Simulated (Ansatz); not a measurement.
# Pd (Fm-3m) in Ansatz: reference runs

How does Pd come out in PBEsol? The cell is run as given and disturbed.

Program: Ansatz 0.2.0. These are calculated values, not measurements. Logs are shortened: lines on timing, memory, paths and dates and some standing lists are left out, and cuts for length are marked.

**1. Starting point**

It takes space group Fm-3m (No. 225, cubic). Conventional cell: a = 3.893 Å, b = 3.893 Å, c = 3.893 Å, α = 90.00°, β = 90.00°, γ = 90.00°. Pd (site symmetry m-3m) has 12 Pd at 2.75 Å as nearest neighbours.

**2. Single point, PBEsol**

File input.yaml:

```yaml
crystal:
  lattice:
    - [0.0, 1.9465, 1.9465]
    - [1.9465, 0.0, 1.9465]
    - [1.9465, 1.9465, 0.0]
  atoms:
    - { symbol: Pd, position: [0.0, 0.0, 0.0] }
hamiltonian:
  xc: pbesol
  pseudopotentials: { kind: paw }
kpoints:
  mp_grid: { grid: [12, 12, 12] }
scf:
  occupations: { method: fermi_dirac, width: 0.05 }
output:
  forces: true
  stress: true
  eigenvalues: true
```

Potentials or basis: Ansatz PAW.

Run with:

```bash
$ ansatz run input.yaml --threads 2 --pin off --max-ram 5632MiB --backend cpu --events-out ev --progress --plain --runs-dir out
```

Output:

```text
Warning: RAYON_NUM_THREADS=2 ignored (pool sized by the plan → 2); use --threads N
Engine: ansatz 0.2.0, aarch64-unknown-linux-gnu
Pseudopotentials: kind: paw
Pseudopotential: Pd, paw, valence charge 18, recommended cutoff 420 eV (normal), Pd.paw.azcp
Functional definition: PBEsol
  exchange = pbesol_x
  correlation = pbesol_c
Crystal: 1 atoms, lattice volume = 14.750 Å³
Basis set: ecut = 420 eV, 283 PW (Γ), exchange–correlation on 40×40×40 points (8 copies of the dense FFT grid, shifted against one another)
Bands: 13, of which v1, the nominal top of the filled ones, is band 9 counted from 1 (8 counted from 0)
Symmetry: 48 space group operations
Space group: Fm-3m (ITA 225), of the structure as read, at distance tolerance 2.5e-5 Å
k-points: 72 of 1728
Non-local potential: Pd, projectors of the file, l = 0: 2, l = 1: 2, l = 2: 2, l = 3: 1
PAW form: soft (Blöchl's): semilocal exchange-correlation on the pseudo side does not see the compensation charge
PAW frozen core: Pd, regenerated for the run's functional, and the local potential with it (the file was generated under x = pbe(κ = 0.804, μ = 0.2195149727645171), c = pbe(β = 0.06672455060314922))
PAW one-centre angular grid: Pd, 590 points (default); XC on 64 Gauss nodes
Initial density: superposition of atomic densities (neutral atoms: chi_scale 0, normalization atom), corrected by the library's trained network
Initial wavefunctions: pseudopotential atomic-orbital guess
Functional: x = pbesol(κ = 0.804, μ = 0.12345679012345678), c = pbesol(β = 0.046)
SCF iter   1: F=—  HF=-6906.663794 eV  |F-HF|=—  |Δ(HF+E_count)|=         —  Δρ=1.15e-2  dr2=1.61e-2  ethr=1.77e-3  ⟨swp⟩=5.5  Hψ=5430  notcnv=0
preconditioner: auto → none  [metal: Δε(μ)=0.004 eV  Ē_g=14.212 eV  σ=0.050 eV  W_gap=0.02  n_scr=8 (ndim 8)  ℏωp=30.6 eV  f_vac=0.000  D(μ)=2.43/eV (n_scr^D=50)  sad-step TF]
SCF iter   2: F=—  HF=-6906.659596 eV  |F-HF|=—  |Δ(HF+E_count)|=   4.20e-3  Δρ=3.25e-3  dr2=9.58e-4  ethr=8.93e-5  ⟨swp⟩=2.0  Hψ=1780  notcnv=0
SCF iter   3: F=—  HF=-6906.659337 eV  |F-HF|=—  |Δ(HF+E_count)|=   2.58e-4  Δρ=7.50e-4  dr2=1.89e-5  ethr=5.32e-6  ⟨swp⟩=2.2  Hψ=1211  notcnv=0
SCF iter   4: F=—  HF=-6906.659338 eV  |F-HF|=—  |Δ(HF+E_count)|=   1.10e-6  Δρ=7.17e-5  dr2=3.71e-7  ethr=1.05e-7  ⟨swp⟩=2.2  Hψ=1243  notcnv=0
iter 5 did not close the SCF: its close was put off for the readings that it lacked (scf_convergence_deferred on its scf_iter line)
SCF iter   5: F=-6906.659339 eV  HF=-6906.659339 eV  |F-HF|=1.21e-9  |Δ(HF+E_count)|=   2.78e-7  Δρ=6.59e-6  dr2=2.10e-9  ethr=2.06e-9  ⟨swp⟩=2.0  Hψ=1516  notcnv=0
SCF iter   6: F=-6906.659339 eV  HF=-6906.659339 eV  |F-HF|=1.91e-11  |Δ(HF+E_count)|=  7.92e-10  Δρ=6.43e-7  dr2=3.27e-11  ethr=1.16e-11  ⟨swp⟩=1.5  Hψ=2682  notcnv=0
SCF 1 converged in 6 iterations: F = -6906.659339 eV  dr2 = 3.27e-11
SCF converged after 6 iterations
Free energy (F): -6906.659339 eV
Harris-Foulkes:  -6906.659339 eV  (|F-HF|=1.91e-11)
Internal energy: -6906.639802 eV  (E = F + TS)
E sigma→0 (E₀):  -6906.649570 eV
Entropy (-TS):   -0.019537 eV (-19.537 meV/atom)
Fermi energy:    19.623870 eV
--- Per-component energies (eV) ---
  E_band       = -139.491255
  E_kinetic    = 513.158167
  E_local      = -1747.883864  (includes V_loc(G=0)·N_el)
  E_nonlocal   = 219.136165
  E_hartree    = 708.302348
  E_xc         = -167.656879
  E_vxc        = -211.139977  (∫ρ·V_xc dr)
  E_paw        = -3684.682050  (= ΣΔE_a)
  E_vpaw       = -329.366957  (= ΣTr[D̂ρ^β])
  E_aug_tail   = 0.000234  (compensation charges beyond the density's cutoff)
  E_ewald      = -2747.316447
  E_core_change = 0.302524  (= ΣΔE_core)
  E_smearing   = -0.019537  (= −TS)
  E_closure    = 0.000000  (closes the sum)
  Σ components = -6906.659339   (vs F -6906.659339, Δ=0.00e0)
--- Forces (eV/Å), atoms counted from 1 ---
  atom   1  Pd     0.00000000    -0.00000000     0.00000000
  max |Σ_I F_I| component: 4.93e-32 eV/Å
--- Stress (GPa, compression-positive) ---
       -2.907326      -0.000000      -0.000000
        0.000000      -2.907326       0.000000
       -0.000000      -0.000000      -2.907326
  P = ⅓ Tr σ = -2.9073 GPa (-29.073 kbar)
--- Band table (eV; the first three rows and the last of 72) ---
  k-point 0: bands = ["-64.4413", "-29.9554", "-29.9554", "-29.9554", "12.4005", "16.7823", "16.7823", "16.7823", "18.4165", "18.4165", "36.5915", "41.2945", "41.2945"]
  k-point 1: bands = ["-64.4377", "-29.9837", "-29.9595", "-29.9595", "12.6516", "16.6954", "16.8676", "16.8676", "18.3771", "18.3771", "36.8447", "39.8674", "41.5850"]
  k-point 2: bands = ["-64.4277", "-30.0605", "-29.9704", "-29.9704", "13.3326", "16.5429", "17.0410", "17.0410", "18.3501", "18.3501", "36.7276", "37.9032", "42.3517"]
  k-point 71: bands = ["-64.3684", "-30.2294", "-30.2294", "-30.1135", "15.2888", "16.2282", "16.2282", "18.3146", "19.9368", "28.4798", "28.4798", "29.8989", "31.2047"]
```

Wall time 1.2 s (2 threads of Arm Neoverse V1, shared host); peak memory 0.26 GiB.

Results:

| Property | Result |
| --- | --- |
| Free energy | -6906.6593 eV |
| Pressure | -2.9 GPa |
| Band gap on the k mesh | none (metal or under the smearing width) |

Levels at points of the mesh, in eV from the Fermi level:
| k point | band 6 | band 7 | band 8 | band 9 | band 10 | band 11 | band 12 | band 13 |
| --- | --- | --- | --- | --- | --- | --- | --- | --- |
| (0.00, 0.00, 0.00) | -2.84 | -2.84 | -2.84 | -1.21 | -1.21 | 16.97 | 21.67 | 21.67 |
| (0.00, 0.00, -0.50) | -2.88 | -2.88 | 0.00 | 0.00 | 0.94 | 7.27 | 16.37 | 20.86 |
| (0.00, -0.50, -0.50) | -5.12 | -0.02 | 0.31 | 0.31 | 3.27 | 10.70 | 13.10 | 13.10 |

Caveat: the PAW data sets come from PBE, with cores solved anew for the run's functional, which leaves a small shift of forces and pressure.

**3. Single point, PBEsol (cell strained at random at fixed volume)**

File input.yaml:

```yaml
crystal:
  lattice:
    - [-0.011126, 1.955217, 1.941862]
    - [1.971074, 0.006341, 1.924395]
    - [1.964441, 1.931118, 0.012973]
  atoms:
    - { symbol: Pd, position: [0.023837, -0.016987, -0.002967] }
hamiltonian:
  xc: pbesol
  pseudopotentials: { kind: paw }
kpoints:
  mp_grid: { grid: [12, 12, 12] }
scf:
  occupations: { method: fermi_dirac, width: 0.05 }
output:
  forces: true
  stress: true
  eigenvalues: true
  write_density: true
  write_potential: true
  elf: true
  volumetric_format: npy
```

Potentials or basis: Ansatz PAW.

Run with:

```bash
$ ansatz run input.yaml --threads 2 --pin off --max-ram 5632MiB --backend cpu --events-out ev --progress --plain --runs-dir out
```

Output:

```text
Warning: RAYON_NUM_THREADS=2 ignored (pool sized by the plan → 2); use --threads N
Engine: ansatz 0.2.0, aarch64-unknown-linux-gnu
Pseudopotentials: kind: paw
Pseudopotential: Pd, paw, valence charge 18, recommended cutoff 420 eV (normal), Pd.paw.azcp
Functional definition: PBEsol
  exchange = pbesol_x
  correlation = pbesol_c
Crystal: 1 atoms, lattice volume = 14.750 Å³
Basis set: ecut = 420 eV, 285 PW (Γ), exchange–correlation on 40×40×40 points (8 copies of the dense FFT grid, shifted against one another)
Bands: 13, of which v1, the nominal top of the filled ones, is band 9 counted from 1 (8 counted from 0)
Symmetry: 2 space group operations
Space group: P-1 (ITA 2), of the structure as read, at distance tolerance 2.5e-5 Å
k-points: 868 of 1728
Non-local potential: Pd, projectors of the file, l = 0: 2, l = 1: 2, l = 2: 2, l = 3: 1
PAW form: soft (Blöchl's): semilocal exchange-correlation on the pseudo side does not see the compensation charge
PAW frozen core: Pd, regenerated for the run's functional, and the local potential with it (the file was generated under x = pbe(κ = 0.804, μ = 0.2195149727645171), c = pbe(β = 0.06672455060314922))
PAW one-centre angular grid: Pd, 590 points (default); XC on 64 Gauss nodes
Initial density: superposition of atomic densities (neutral atoms: chi_scale 0, normalization atom), corrected by the library's trained network
Initial wavefunctions: pseudopotential atomic-orbital guess
Functional: x = pbesol(κ = 0.804, μ = 0.12345679012345678), c = pbesol(β = 0.046)
SCF iter   1: F=—  HF=-6906.661701 eV  |F-HF|=—  |Δ(HF+E_count)|=         —  Δρ=1.15e-2  dr2=1.59e-2  ethr=1.77e-3  ⟨swp⟩=5.4  Hψ=66161  notcnv=0
preconditioner: auto → none  [metal: Δε(μ)=0.002 eV  Ē_g=14.192 eV  σ=0.050 eV  W_gap=0.01  n_scr=8 (ndim 8)  ℏωp=30.6 eV  f_vac=0.000  D(μ)=2.33/eV (n_scr^D=36)  sad-step TF]
SCF iter   2: F=—  HF=-6906.657541 eV  |F-HF|=—  |Δ(HF+E_count)|=   4.16e-3  Δρ=3.23e-3  dr2=9.21e-4  ethr=8.83e-5  ⟨swp⟩=2.0  Hψ=21591  notcnv=0
SCF iter   3: F=—  HF=-6906.657295 eV  |F-HF|=—  |Δ(HF+E_count)|=   2.46e-4  Δρ=7.51e-4  dr2=1.90e-5  ethr=5.12e-6  ⟨swp⟩=2.2  Hψ=14770  notcnv=0
SCF iter   4: F=—  HF=-6906.657299 eV  |F-HF|=—  |Δ(HF+E_count)|=   4.63e-6  Δρ=8.61e-5  dr2=5.26e-7  ethr=1.05e-7  ⟨swp⟩=2.5  Hψ=16660  notcnv=0
iter 5 did not close the SCF: its close was put off for the readings that it lacked (scf_convergence_deferred on its scf_iter line)
SCF iter   5: F=-6906.657300 eV  HF=-6906.657300 eV  |F-HF|=6.11e-9  |Δ(HF+E_count)|=   2.51e-7  Δρ=2.23e-5  dr2=2.74e-8  ethr=2.92e-9  ⟨swp⟩=2.5  Hψ=18862  notcnv=0
SCF iter   6: F=-6906.657300 eV  HF=-6906.657300 eV  |F-HF|=8.73e-11  |Δ(HF+E_count)|=   2.57e-9  Δρ=2.99e-6  dr2=3.71e-10  ethr=1.52e-10  ⟨swp⟩=4.4  Hψ=57291  notcnv=0
SCF 1 converged in 6 iterations: F = -6906.657300 eV  dr2 = 3.71e-10
SCF converged after 6 iterations
Free energy (F): -6906.657300 eV
Harris-Foulkes:  -6906.657300 eV  (|F-HF|=8.73e-11)
Internal energy: -6906.638253 eV  (E = F + TS)
E sigma→0 (E₀):  -6906.647776 eV
Entropy (-TS):   -0.019047 eV (-19.047 meV/atom)
Fermi energy:    19.624786 eV
--- Per-component energies (eV) ---
  E_band       = -139.473920
  E_kinetic    = 513.181006
  E_local      = -1748.161325  (includes V_loc(G=0)·N_el)
  E_nonlocal   = 219.142202
  E_hartree    = 708.443674
  E_xc         = -167.660239
  E_vxc        = -211.144417  (∫ρ·V_xc dr)
  E_paw        = -3684.689635  (= ΣΔE_a)
  E_vpaw       = -329.379183  (= ΣTr[D̂ρ^β])
  E_aug_tail   = 0.000214  (compensation charges beyond the density's cutoff)
  E_ewald      = -2747.196674
  E_core_change = 0.302524  (= ΣΔE_core)
  E_smearing   = -0.019047  (= −TS)
  E_closure    = 0.000000  (closes the sum)
  Σ components = -6906.657300   (vs F -6906.657300, Δ=0.00e0)
--- Forces (eV/Å), atoms counted from 1 ---
  atom   1  Pd     0.00000000     0.00000000     0.00000000
  max |Σ_I F_I| component: 0.00e0 eV/Å
--- Stress (GPa, compression-positive) ---
       -3.689837       0.599658       0.192053
        0.599658      -2.536771      -1.335476
        0.192053      -1.335476      -2.212977
  P = ⅓ Tr σ = -2.8132 GPa (-28.132 kbar)
--- Band table (eV; the first three rows and the last of 868) ---
  k-point 0: bands = ["-64.4398", "-29.9645", "-29.9524", "-29.9441", "12.4008", "16.6341", "16.7824", "16.9310", "18.3140", "18.5242", "36.5920", "40.9113", "41.2533"]
  k-point 1: bands = ["-64.4360", "-29.9919", "-29.9577", "-29.9491", "12.6570", "16.6704", "16.8409", "16.9304", "18.2727", "18.4696", "36.8708", "40.0160", "41.3464"]
  k-point 2: bands = ["-64.4254", "-30.0708", "-29.9704", "-29.9603", "13.3521", "16.5775", "16.9832", "17.1064", "18.2487", "18.3954", "36.9670", "37.8772", "42.0926"]
  k-point 867: bands = ["-64.3856", "-30.3634", "-30.0202", "-30.0059", "14.2951", "16.5470", "16.9405", "19.6205", "19.6229", "20.5454", "26.8647", "35.9745", "40.1798"]
```

v_z.tsv:

```text
# z_ang	v_es[eV]	v_tot[eV]
# format = ansatz-planar-average/11
# xc	pbesol
# density_cutoff_ev	1680
# datasets	Pd=:simpson_from_first_knot:soft:shift=-946360
# lattice	-0.011126000	1.955217000	1.941862000
# lattice	1.971074000	0.006341000	1.924395000
# lattice	1.964441000	1.931118000	0.012973000
# sites	1
# site	46	-0.039576341	0.040769166	0.013559976
0.000000	1.209519e0	-1.444915e1
0.137735	1.840785e0	-1.370005e1
0.275471	3.472485e0	-1.174405e1
0.413206	5.811309e0	-8.884503e0
0.550942	8.548076e0	-5.457437e0
0.688677	1.145811e1	-1.739739e0
[... 12 lines left out ...]
2.479237	3.235388e0	-1.203018e1
2.616972	1.709011e0	-1.385674e1
```

Wall time 6.7 s (2 threads of Arm Neoverse V1, shared host); peak memory 0.43 GiB.

What came out:

- Free energy: -6906.6573 eV
- Pressure: -2.8 GPa
- Band gap on the k mesh: none (metal or under the smearing width)

Levels at points of the mesh, in eV from the Fermi level:
| k point | band 6 | band 7 | band 8 | band 9 | band 10 | band 11 | band 12 | band 13 |
| --- | --- | --- | --- | --- | --- | --- | --- | --- |
| (0.00, 0.00, 0.00) | -2.99 | -2.84 | -2.69 | -1.31 | -1.10 | 16.97 | 21.29 | 21.63 |
| (0.00, 0.00, -0.50) | -2.97 | -2.81 | -0.05 | 0.08 | 1.04 | 7.44 | 16.26 | 20.51 |
| (0.00, -0.50, 0.00) | -2.90 | -2.87 | -0.08 | 0.09 | 0.98 | 7.34 | 16.33 | 20.72 |
| (0.00, -0.50, -0.50) | -5.12 | -0.02 | 0.28 | 0.33 | 3.01 | 10.34 | 13.05 | 13.66 |
| (-0.50, 0.00, 0.00) | -3.01 | -2.73 | -0.05 | 0.01 | 0.82 | 7.08 | 16.46 | 20.81 |
| (-0.50, 0.00, -0.50) | -5.12 | -0.04 | 0.23 | 0.39 | 3.34 | 10.79 | 12.96 | 13.13 |
| (-0.50, -0.50, 0.00) | -5.12 | -0.03 | 0.26 | 0.38 | 3.48 | 10.98 | 12.74 | 13.09 |
| (-0.50, -0.50, -0.50) | -3.08 | -2.68 | 0.00 | 0.00 | 0.92 | 7.24 | 16.35 | 20.55 |

Caveat: the PAW data sets come from PBE, with cores solved anew for the run's functional, which leaves a small shift of forces and pressure.
